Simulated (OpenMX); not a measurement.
Crystal: NbAs.

```
CELL_PARAMETERS angstrom
-1.72585 1.72585 5.84000
1.72585 -1.72585 5.84000
1.72585 1.72585 -5.84000
ATOMIC_POSITIONS crystal
Nb 0.50000 0.00000 0.50000
Nb 0.75000 0.75000 0.00000
As 0.91600 0.41600 0.50000
As 0.16600 0.16600 0.00000
```

Base run:

- Program: OpenMX 3.8.5
- Functional: PBE
- Potentials or basis: OpenMX 2013 PBE set, Nb7.0-s3p2d2, As7.0-s3p2d2, grid cutoff 500 Ry
- k mesh: 11 × 11 × 11
- Occupations: fermi-dirac, width 0.05 eV
- Spin: no spin polarisation

Its results: pressure 9.8 GPa.

The run is repeated on the same cell with these changes: functional from PBE to LDA; potentials or basis from OpenMX 2013 PBE set, Nb7.0-s3p2d2, As7.0-s3p2d2, grid cutoff 500 Ry to OpenMX 2013 LDA set, Nb7.0-s3p2d2, As7.0-s3p2d2, grid cutoff 500 Ry. What comes out?

Pressure -3.0 GPa.

Caveats: the basis of atomic orbitals isn't converged, which shifts pressures, moduli and gaps; the real-space grid is too coarse here: the forces don't sum to zero and aren't listed, and the energy moves when atoms move against the grid (some runs).
